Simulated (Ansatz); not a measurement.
# Ni (Fm-3m) in Ansatz: notebook

One crystal, Ni, is run at these levels: RPBE, LDA; tasks: single point.

Everything below comes from runs of Ansatz 0.2.0. Logs are shortened: lines on timing, memory, paths and dates and some standing lists are left out, and cuts for length are marked.

### Step 1. Starting point

The structure is cubic, space group Fm-3m (No. 225). The conventional cell has a = 3.475 Å, b = 3.475 Å, c = 3.475 Å, α = 90.00°, β = 90.00°, γ = 90.00°. Ni (site symmetry m-3m) has 12 Ni at 2.46 Å as nearest neighbours.

### Step 2. Single point, RPBE, collinear spin, ferromagnetic start

The input, input.yaml:

```yaml
crystal:
  lattice:
    - [0.0, 1.737572933, 1.737572933]
    - [1.737572933, 0.0, 1.737572933]
    - [1.737572933, 1.737572933, 0.0]
  atoms:
    - { symbol: Ni, position: [0.0, 0.0, 0.0], spin: 1.0 }
hamiltonian:
  xc: rpbe
  pseudopotentials: { kind: paw }
magnetization:
  spin_polarized: true
kpoints:
  mp_grid: { grid: [13, 13, 13] }
scf:
  occupations: { method: gaussian, width: 0.05 }
output:
  forces: true
  stress: true
  eigenvalues: true
```

Potentials or basis: Ansatz PAW.

The run is started by

```console
> ansatz run input.yaml --threads 2 --pin off --max-ram 5632MiB --backend cpu --events-out ev --progress --plain --runs-dir out
```

Standard output:

```text
Warning: RAYON_NUM_THREADS=2 ignored (pool sized by the plan → 2); use --threads N
Engine: ansatz 0.2.0, aarch64-unknown-linux-gnu
Pseudopotentials: kind: paw
Pseudopotential: Ni, paw, valence charge 18, recommended cutoff 420 eV (normal), Ni.paw.azcp
Functional definition: RPBE
  parameter kappa = 0.804
  parameter beta = 0.06672455060314922
  exchange = rpbe_x(kappa = kappa, mu = beta*pi^2/3)
  correlation = pbe_c(beta = beta)
Crystal: 1 atoms, lattice volume = 10.492 Å³
Basis set: ecut = 420 eV, 181 PW (Γ), exchange–correlation on 36×36×36 points (8 copies of the dense FFT grid, shifted against one another)
Bands: 14, of which v1, the nominal top of the filled ones, is band 9 counted from 1 (8 counted from 0)
Symmetry: 48 space group operations
Space group: Fm-3m (ITA 225), of the structure as read, at distance tolerance 2.2e-5 Å
Magnetic group: BNS 225.116 (UNI 1618), of the structure as read, at distance tolerance 2.2e-5 Å
k-points: 84 of 2197
Non-local potential: Ni, projectors of the file, l = 0: 3, l = 1: 2, l = 2: 3, l = 3: 1
PAW form: soft (Blöchl's): semilocal exchange-correlation on the pseudo side does not see the compensation charge
PAW frozen core: Ni, regenerated for the run's functional, and the local potential with it (the file was generated under x = pbe(κ = 0.804, μ = 0.2195149727645171), c = pbe(β = 0.06672455060314922))
PAW one-centre angular grid: Ni, 590 points (default); XC on 64 Gauss nodes
Initial density: superposition of atomic densities (chi_scale 0.1, normalization cell)
Starting moments: Σ|m| = 1 μB on 1 of 1 site
Initial wavefunctions: pseudopotential atomic-orbital guess
Functional: x = rpbe, c = pbe(β = 0.06672455060314922)
SCF iter   1: F=—  HF=-5843.929581 eV  |F-HF|=—  |Δ(HF+E_count)|=         —  Δρ=7.20e-2 (↑3.27e-2 ↓7.20e-2)  dr2=6.92e-1  dr2_m=3.99e-2  M=0.938 μB ∫|m|=0.994 μB  β_m=0.30  ethr=3.10e-3  ⟨swp⟩=5.7  Hψ=12388  notcnv=0
Mixer restart at iter 1: flushing history
preconditioner: auto → none  [metal: Δε(μ)=0.016 eV  Ē_g=16.398 eV  σ=0.050 eV  W_gap=0.18  n_scr=0 (ndim 8)  ℏωp=36.3 eV  f_vac=0.000  D(μ)=1.97/eV (n_scr^D=26)]
SCF iter   2: F=—  HF=-5843.805290 eV  |F-HF|=—  |Δ(HF+E_count)|=   1.24e-1  Δρ=6.25e-2 (↑2.21e-2 ↓6.25e-2)  dr2=2.87e-1  dr2_m=6.57e-2  M=0.701 μB ∫|m|=0.769 μB  β_m=0.24  ethr=3.10e-3  ⟨swp⟩=2.6  Hψ=4893  notcnv=0  defer=100
SCF iter   3: F=—  HF=-5843.970328 eV  |F-HF|=—  |Δ(HF+E_count)|=   1.65e-1  Δρ=3.45e-2 (↑1.37e-2 ↓3.45e-2)  dr2=3.00e-2  dr2_m=4.51e-2  M=0.703 μB ∫|m|=0.775 μB  β_m=0.45  ethr=1.59e-3  ⟨swp⟩=2.4  Hψ=3926  notcnv=0  defer=95
SCF iter   4: F=—  HF=-5844.390160 eV  |F-HF|=—  |Δ(HF+E_count)|=   4.20e-1  Δρ=3.79e-2 (↑1.31e-2 ↓3.79e-2)  dr2=1.21e-1  dr2_m=2.26e-2  M=0.662 μB ∫|m|=0.740 μB  β_m=0.68  ethr=1.67e-4  ⟨swp⟩=2.0  Hψ=3290  notcnv=0  defer=99
SCF iter   5: F=—  HF=-5844.685650 eV  |F-HF|=—  |Δ(HF+E_count)|=   2.95e-1  Δρ=1.99e-2 (↑7.85e-3 ↓1.99e-2)  dr2=4.47e-2  dr2_m=4.44e-3  M=0.640 μB ∫|m|=0.729 μB  β_m=0.84  ethr=1.67e-4  ⟨swp⟩=2.6  Hψ=4559  notcnv=0  defer=99
SCF iter   6: F=—  HF=-5844.712235 eV  |F-HF|=—  |Δ(HF+E_count)|=   2.66e-2  Δρ=6.18e-3 (↑3.74e-3 ↓6.18e-3)  dr2=4.05e-4  dr2_m=2.35e-3  M=0.637 μB ∫|m|=0.730 μB  β_m=0.59  ethr=1.67e-4  ⟨swp⟩=2.6  Hψ=4921  notcnv=0  defer=102
SCF iter   7: F=-5844.699632 eV  HF=-5844.715176 eV  |F-HF|=1.55e-2  |Δ(HF+E_count)|=   2.94e-3  Δρ=1.63e-2 (↑3.08e-3 ↓1.63e-2)  dr2=1.98e-2  dr2_m=5.08e-3  M=0.636 μB ∫|m|=0.726 μB  β_m=0.78  ethr=2.25e-6  ⟨swp⟩=2.2  Hψ=4747  notcnv=0  defer=102
SCF iter   8: F=-5844.712071 eV  HF=-5844.712068 eV  |F-HF|=3.17e-6  |Δ(HF+E_count)|=   3.11e-3  Δρ=3.90e-4 (↑3.90e-4 ↓2.16e-4)  dr2=2.44e-5  dr2_m=8.68e-7  M=0.636 μB ∫|m|=0.728 μB  β_m=0.89  ethr=2.25e-6  ⟨swp⟩=2.0  Hψ=4816  notcnv=0  defer=102
SCF iter   9: F=-5844.712081 eV  HF=-5844.712082 eV  |F-HF|=9.80e-7  |Δ(HF+E_count)|=   1.43e-5  Δρ=1.51e-4 (↑8.19e-5 ↓1.51e-4)  dr2=3.26e-6  dr2_m=1.70e-7  M=0.636 μB ∫|m|=0.728 μB  β_m=0.94  ethr=1.36e-7  ⟨swp⟩=1.7  Hψ=3122  notcnv=0  defer=102
SCF iter  10: F=-5844.712083 eV  HF=-5844.712083 eV  |F-HF|=1.61e-8  |Δ(HF+E_count)|=   8.58e-7  Δρ=1.23e-5 (↑1.23e-5 ↓9.86e-6)  dr2=2.89e-8  dr2_m=2.70e-10  M=0.636 μB ∫|m|=0.728 μB  β_m=0.97  ethr=1.81e-8  ⟨swp⟩=2.4  Hψ=3080  notcnv=0  defer=102
SCF iter  11: F=-5844.712083 eV  HF=-5844.712083 eV  |F-HF|=1.69e-9  |Δ(HF+E_count)|=  6.66e-10  Δρ=3.76e-6 (↑2.13e-6 ↓3.76e-6)  dr2=2.20e-9  dr2_m=6.74e-11  M=0.636 μB ∫|m|=0.728 μB  ethr=1.61e-10  ⟨swp⟩=4.6  Hψ=8976  notcnv=0
SCF 1 converged in 11 iterations: F = -5844.712083 eV  dr2 = 2.20e-9
at 1 of the mixer's solves, the last at iteration 6, it left a direction of its history that read negative out of its fit and stepped the other way along it
SCF converged after 11 iterations
Magnetization: 0.6361 μB (9.3181 up, 8.6819 down)
Absolute magnetization: 0.7289 μB (∫|ρ↑−ρ↓|, with the PAW one-centre terms)
Spin contamination: 0.0071 ħ² per cell (⟨S²⟩ above its minimum at these occupations)
Per-site moments (μB) at R_I (Å): [(0.6754928927527484, 1.0136359230776613)]
Free energy (F): -5844.712083 eV
Harris-Foulkes:  -5844.712083 eV  (|F-HF|=1.69e-9)
Internal energy: -5844.710438 eV  (E = F + TS)
E sigma→0 (E₀):  -5844.711260 eV
Entropy (-TS):   -0.001645 eV (-1.645 meV/atom)
Fermi energy:    19.189650 eV
--- Per-component energies (eV) ---
  E_band       = -268.850963
  E_kinetic    = 282.594455
  E_local      = -3377.128389  (includes V_loc(G=0)·N_el)
  E_nonlocal   = 634.983714
  E_hartree    = 1412.241913
  E_xc         = -85.180097
  E_vxc        = -109.751212  (∫ρ·V_xc dr)
  E_paw        = -1634.522434  (= ΣΔE_a)
  E_vpaw       = -524.037483  (= ΣTr[D̂ρ^β])
  E_aug_tail   = 0.000573  (compensation charges beyond the density's cutoff)
  E_ewald      = -3077.655828
  E_core_change = -0.044345  (= ΣΔE_core)
  E_smearing   = -0.001645  (= −TS)
  E_closure    = -0.000000  (closes the sum)
  Σ components = -5844.712083   (vs F -5844.712083, Δ=0.00e0)
--- Forces (eV/Å), atoms counted from 1 ---
  atom   1  Ni    -0.00000000    -0.00000000     0.00000000
  max |Σ_I F_I| component: 1.73e-31 eV/Å
--- Stress (GPa, compression-positive) ---
       13.844570       0.000000      -0.000000
        0.000000      13.844570       0.000000
       -0.000000       0.000000      13.844570
  P = ⅓ Tr σ = 13.8446 GPa (138.446 kbar)
--- Band table (eV; the first three rows and the last of 168) ---
  k-point 0 ↑: bands = ["-84.7288", "-44.8933", "-44.8933", "-44.8933", "9.7994", "16.5973", "16.5973", "16.5973", "17.8559", "17.8559", "42.9200", "47.2435", "47.2435", "47.2435"]
  k-point 1 ↑: bands = ["-84.7266", "-44.9077", "-44.8954", "-44.8954", "10.0368", "16.5343", "16.6510", "16.6510", "17.8334", "17.8334", "42.1172", "44.9053", "46.6929", "46.6929"]
  k-point 2 ↑: bands = ["-84.7204", "-44.9474", "-44.9011", "-44.9011", "10.7271", "16.3814", "16.7718", "16.7718", "17.8045", "17.8045", "38.7919", "43.8615", "45.8528", "45.8528"]
  k-point 83 ↓: bands = ["-83.8221", "-44.2343", "-44.2130", "-44.1481", "15.5560", "16.3705", "16.6868", "18.3742", "19.5568", "25.8960", "27.9320", "30.0140", "31.1773", "48.7938"]
```

Run time: 1.8 s. Hardware: 2 threads of Arm Neoverse V1, shared host; peak memory 0.28 GiB.

Results:

| Quantity | Value |
| --- | --- |
| Free energy | -5844.7121 eV |
| Pressure | 13.8 GPa |
| Band gap on the k mesh | none (metal or under the smearing width) |
| Net moment | 0.64 μB per cell |
| Absolute moment | 0.73 μB per cell |
| Site moments | Ni +0.68 μB |

Caveat: the PAW data sets come from PBE, with cores solved anew for the run's functional, which leaves a small shift of forces and pressure.

### Step 3. Single point, RPBE, collinear spin, ferromagnetic start

Changes to input.yaml since step 2:

```diff
@@ -15,3 +15,3 @@
 scf:
-  occupations: { method: gaussian, width: 0.05 }
+  occupations: { method: gaussian, width: 0.02 }
 output:
```

Potentials or basis: Ansatz PAW.

The run is started by

```console
> ansatz run input.yaml --threads 2 --pin off --max-ram 5632MiB --backend cpu --events-out ev --progress --plain --runs-dir out
```

Standard output:

```text
Warning: RAYON_NUM_THREADS=2 ignored (pool sized by the plan → 2); use --threads N
Engine: ansatz 0.2.0, aarch64-unknown-linux-gnu
Pseudopotentials: kind: paw
Pseudopotential: Ni, paw, valence charge 18, recommended cutoff 420 eV (normal), Ni.paw.azcp
Functional definition: RPBE
  parameter kappa = 0.804
  parameter beta = 0.06672455060314922
  exchange = rpbe_x(kappa = kappa, mu = beta*pi^2/3)
  correlation = pbe_c(beta = beta)
Crystal: 1 atoms, lattice volume = 10.492 Å³
Basis set: ecut = 420 eV, 181 PW (Γ), exchange–correlation on 36×36×36 points (8 copies of the dense FFT grid, shifted against one another)
Bands: 14, of which v1, the nominal top of the filled ones, is band 9 counted from 1 (8 counted from 0)
Symmetry: 48 space group operations
Space group: Fm-3m (ITA 225), of the structure as read, at distance tolerance 2.2e-5 Å
Magnetic group: BNS 225.116 (UNI 1618), of the structure as read, at distance tolerance 2.2e-5 Å
k-points: 84 of 2197
Non-local potential: Ni, projectors of the file, l = 0: 3, l = 1: 2, l = 2: 3, l = 3: 1
PAW form: soft (Blöchl's): semilocal exchange-correlation on the pseudo side does not see the compensation charge
PAW frozen core: Ni, regenerated for the run's functional, and the local potential with it (the file was generated under x = pbe(κ = 0.804, μ = 0.2195149727645171), c = pbe(β = 0.06672455060314922))
PAW one-centre angular grid: Ni, 590 points (default); XC on 64 Gauss nodes
Initial density: superposition of atomic densities (chi_scale 0.1, normalization cell)
Starting moments: Σ|m| = 1 μB on 1 of 1 site
Initial wavefunctions: pseudopotential atomic-orbital guess
Functional: x = rpbe, c = pbe(β = 0.06672455060314922)
SCF iter   1: F=—  HF=-5843.934271 eV  |F-HF|=—  |Δ(HF+E_count)|=         —  Δρ=7.61e-2 (↑2.91e-2 ↓7.61e-2)  dr2=6.98e-1  dr2_m=5.58e-2  M=0.962 μB ∫|m|=1.019 μB  β_m=0.30  ethr=3.10e-3  ⟨swp⟩=5.9  Hψ=11752  notcnv=0
Mixer restart at iter 1: flushing history
preconditioner: auto → none  [metal: Δε(μ)=0.017 eV  Ē_g=16.356 eV  σ=0.020 eV  W_gap=0.41  n_scr=0 (ndim 8)  ℏωp=36.3 eV  f_vac=0.000  D(μ)=1.73/eV (n_scr^D=26)]
SCF iter   2: F=—  HF=-5843.801945 eV  |F-HF|=—  |Δ(HF+E_count)|=   1.32e-1  Δρ=6.31e-2 (↑2.19e-2 ↓6.31e-2)  dr2=2.88e-1  dr2_m=6.81e-2  M=0.705 μB ∫|m|=0.773 μB  β_m=0.24  ethr=3.10e-3  ⟨swp⟩=2.5  Hψ=4849  notcnv=0  defer=111
SCF iter   3: F=—  HF=-5843.969377 eV  |F-HF|=—  |Δ(HF+E_count)|=   1.67e-1  Δρ=3.53e-2 (↑1.41e-2 ↓3.53e-2)  dr2=3.08e-2  dr2_m=4.77e-2  M=0.705 μB ∫|m|=0.777 μB  β_m=0.48  ethr=1.60e-3  ⟨swp⟩=2.5  Hψ=3922  notcnv=0  defer=109
SCF iter   4: F=—  HF=-5844.390191 eV  |F-HF|=—  |Δ(HF+E_count)|=   4.21e-1  Δρ=4.16e-2 (↑1.36e-2 ↓4.16e-2)  dr2=1.44e-1  dr2_m=2.79e-2  M=0.662 μB ∫|m|=0.741 μB  β_m=0.71  ethr=1.71e-4  ⟨swp⟩=2.0  Hψ=3295  notcnv=0  defer=114
SCF iter   5: F=—  HF=-5844.683008 eV  |F-HF|=—  |Δ(HF+E_count)|=   2.93e-1  Δρ=2.35e-2 (↑7.53e-3 ↓2.35e-2)  dr2=5.41e-2  dr2_m=7.80e-3  M=0.640 μB ∫|m|=0.731 μB  β_m=0.86  ethr=1.71e-4  ⟨swp⟩=3.0  Hψ=4703  notcnv=0  defer=113
SCF iter   6: F=—  HF=-5844.711645 eV  |F-HF|=—  |Δ(HF+E_count)|=   2.86e-2  Δρ=6.18e-3 (↑4.16e-3 ↓6.18e-3)  dr2=2.72e-4  dr2_m=2.56e-3  M=0.640 μB ∫|m|=0.734 μB  β_m=0.82  ethr=1.71e-4  ⟨swp⟩=2.8  Hψ=5125  notcnv=0  defer=116
SCF iter   7: F=—  HF=-5844.711548 eV  |F-HF|=—  |Δ(HF+E_count)|=   9.67e-5  Δρ=4.90e-3 (↑3.00e-3 ↓4.90e-3)  dr2=2.50e-4  dr2_m=1.49e-3  M=0.640 μB ∫|m|=0.733 μB  β_m=0.91  ethr=1.51e-6  ⟨swp⟩=1.2  Hψ=2514  notcnv=0  defer=116
SCF iter   8: F=—  HF=-5844.711463 eV  |F-HF|=—  |Δ(HF+E_count)|=   8.52e-5  Δρ=7.42e-4 (↑7.42e-4 ↓4.73e-4)  dr2=9.41e-5  dr2_m=2.00e-6  M=0.640 μB ∫|m|=0.732 μB  β_m=0.96  ethr=1.39e-6  ⟨swp⟩=2.4  Hψ=3783  notcnv=0  defer=117
SCF iter   9: F=—  HF=-5844.711476 eV  |F-HF|=—  |Δ(HF+E_count)|=   1.33e-5  Δρ=4.69e-4 (↑7.21e-5 ↓4.69e-4)  dr2=1.27e-5  dr2_m=5.86e-6  M=0.640 μB ∫|m|=0.732 μB  β_m=0.98  ethr=5.23e-7  ⟨swp⟩=1.4  Hψ=2590  notcnv=0  defer=117
SCF iter  10: F=—  HF=-5844.711475 eV  |F-HF|=—  |Δ(HF+E_count)|=   7.68e-7  Δρ=2.19e-5 (↑2.19e-5 ↓4.23e-6)  dr2=3.11e-8  dr2_m=1.26e-8  M=0.640 μB ∫|m|=0.732 μB  β_m=0.93  ethr=7.05e-8  ⟨swp⟩=2.1  Hψ=2994  notcnv=0  defer=117
SCF iter  11: F=—  HF=-5844.711475 eV  |F-HF|=—  |Δ(HF+E_count)|=   1.40e-9  Δρ=1.40e-6 (↑1.07e-6 ↓1.40e-6)  dr2=4.43e-10  dr2_m=6.31e-12  M=0.640 μB ∫|m|=0.732 μB  β_m=0.90  ethr=1.73e-10  ⟨swp⟩=2.4  Hψ=3740  notcnv=0  defer=117
SCF iter  12: F=-5844.711475 eV  HF=-5844.711475 eV  |F-HF|=6.54e-10  |Δ(HF+E_count)|=  3.94e-10  Δρ=2.24e-6 (↑1.43e-6 ↓2.24e-6)  dr2=8.53e-10  dr2_m=1.65e-11  M=0.640 μB ∫|m|=0.732 μB  ethr=2.46e-12  ⟨swp⟩=4.1  Hψ=7036  notcnv=0
SCF 1 converged in 12 iterations: F = -5844.711475 eV  dr2 = 8.53e-10
SCF converged after 12 iterations
Magnetization: 0.6399 μB (9.3200 up, 8.6800 down)
Absolute magnetization: 0.7324 μB (∫|ρ↑−ρ↓|, with the PAW one-centre terms)
Spin contamination: 0.0071 ħ² per cell (⟨S²⟩ above its minimum at these occupations)
Per-site moments (μB) at R_I (Å): [(0.6791848629969104, 1.0136359230776613)]
Free energy (F): -5844.711475 eV
Harris-Foulkes:  -5844.711475 eV  (|F-HF|=6.54e-10)
Internal energy: -5844.711313 eV  (E = F + TS)
E sigma→0 (E₀):  -5844.711394 eV
Entropy (-TS):   -0.000162 eV (-0.162 meV/atom)
Fermi energy:    19.196109 eV
--- Per-component energies (eV) ---
  E_band       = -268.869069
  E_kinetic    = 282.588755
  E_local      = -3377.097369  (includes V_loc(G=0)·N_el)
  E_nonlocal   = 634.974244
  E_hartree    = 1412.217525
  E_xc         = -85.180580
  E_vxc        = -109.751847  (∫ρ·V_xc dr)
  E_paw        = -1634.514288  (= ΣΔE_a)
  E_vpaw       = -524.020696  (= ΣTr[D̂ρ^β])
  E_aug_tail   = 0.000573  (compensation charges beyond the density's cutoff)
  E_ewald      = -3077.655828
  E_core_change = -0.044345  (= ΣΔE_core)
  E_smearing   = -0.000162  (= −TS)
  E_closure    = 0.000000  (closes the sum)
  Σ components = -5844.711475   (vs F -5844.711475, Δ=0.00e0)
--- Forces (eV/Å), atoms counted from 1 ---
  atom   1  Ni    -0.00000000     0.00000000     0.00000000
  max |Σ_I F_I| component: 6.16e-32 eV/Å
--- Stress (GPa, compression-positive) ---
       13.851337      -0.000000       0.000000
        0.000000      13.851337       0.000000
       -0.000000      -0.000000      13.851337
  P = ⅓ Tr σ = 13.8513 GPa (138.513 kbar)
--- Band table (eV; the first three rows and the last of 168) ---
  k-point 0 ↑: bands = ["-84.7322", "-44.8966", "-44.8966", "-44.8966", "9.7989", "16.5934", "16.5934", "16.5934", "17.8549", "17.8549", "42.9194", "47.2434", "47.2434", "47.2434"]
  k-point 1 ↑: bands = ["-84.7299", "-44.9110", "-44.8986", "-44.8986", "10.0363", "16.5304", "16.6470", "16.6470", "17.8323", "17.8323", "42.1164", "44.9049", "46.6925", "46.6925"]
  k-point 2 ↑: bands = ["-84.7237", "-44.9507", "-44.9043", "-44.9043", "10.7266", "16.3776", "16.7680", "16.7680", "17.8033", "17.8033", "38.7908", "43.8611", "45.8521", "45.8521"]
  k-point 83 ↓: bands = ["-83.8209", "-44.2331", "-44.2118", "-44.1469", "15.5558", "16.3723", "16.6885", "18.3737", "19.5591", "25.8968", "27.9328", "30.0144", "31.1777", "48.7942"]
```

Wall time 1.8 s (2 threads of Arm Neoverse V1, shared host); peak memory 0.28 GiB.

What came out:

| Quantity | Value |
| --- | --- |
| Free energy | -5844.7115 eV |
| Pressure | 13.9 GPa |
| Band gap on the k mesh | none (metal or under the smearing width) |
| Net moment | 0.64 μB per cell |
| Absolute moment | 0.73 μB per cell |
| Site moments | Ni +0.68 μB |

Levels at points of the mesh, in eV from the Fermi level:
Spin up:
```tsv
k point	band 6	band 7	band 8	band 9	band 10	band 11	band 12	band 13
(0.00, 0.00, 0.00)	-2.60	-2.60	-2.60	-1.34	-1.34	23.72	28.05	28.05
```
Spin down:
```csv
k point,band 5,band 6,band 7,band 8,band 9,band 10,band 11,band 12,band 13,band 14
"(0.00, 0.00, 0.00)",-9.46,-1.80,-1.80,-1.80,-0.74,-0.74,23.54,28.00,28.00,28.00
```

Caveat: the PAW data sets come from PBE, with cores solved anew for the run's functional, which leaves a small shift of forces and pressure.

### Step 4. Single point, LDA, collinear spin, ferromagnetic start

Changes to input.yaml since step 3:

```diff
@@ -8,3 +8,3 @@
 hamiltonian:
-  xc: rpbe
+  xc: lda
   pseudopotentials: { kind: paw }
```

The run is started by

```console
> ansatz run input.yaml --threads 2 --pin off --max-ram 5632MiB --backend cpu --events-out ev --progress --plain --runs-dir out
```

Wall time 1.7 s (2 threads of Arm Neoverse V1, shared host); peak memory 0.27 GiB.

It converged, with:

* Free energy: -5773.3658 eV
* Pressure: -10.4 GPa
* Band gap on the k mesh: none (metal or under the smearing width)
* Net moment: 0.62 μB per cell
* Absolute moment: 0.68 μB per cell
* Site moments: Ni +0.64 μB

Levels at points of the mesh, in eV from the Fermi level:
Spin up:
| k point | band 7 | band 8 | band 9 | band 10 | band 11 | band 12 |
| --- | --- | --- | --- | --- | --- | --- |
| (0.00, 0.00, 0.00) | -2.51 | -2.51 | -1.28 | -1.28 | 23.85 | 27.98 |
Spin down:
```tsv
k point	band 6	band 7	band 8	band 9	band 10	band 11	band 12	band 13
(0.00, 0.00, 0.00)	-1.85	-1.85	-1.85	-0.67	-0.67	23.84	28.03	28.03
```

Caveat: the PAW data sets come from PBE, with cores solved anew for the run's functional, which leaves a small shift of forces and pressure.

### Step 5. Summary

```csv
level,smearing,gap on the mesh (eV),pressure (GPa),moment (μB)
RPBE,gaussian 0.05 eV,none,13.8,0.64
RPBE,gaussian 0.02 eV,none,13.9,0.64
LDA,gaussian 0.02 eV,none,-10.4,0.62
```

Alike in all rows: task single point; potentials or basis Ansatz PAW; spin collinear, ferromagnetic start; cell as given; k mesh 13 × 13 × 13; cutoff (eV) 420.

Every run on the cell as given and a fine mesh finds a metal. The pressure there spans -10.4 GPa (LDA) to 13.9 GPa (RPBE); a positive pressure means that this level wants a larger cell, a negative one a smaller.

Caveats: the PAW data sets come from PBE, with cores solved anew for the run's functional, which leaves a small shift of forces and pressure.

Total energies depend on the potentials used, so only differences within one code and one set of settings carry meaning.
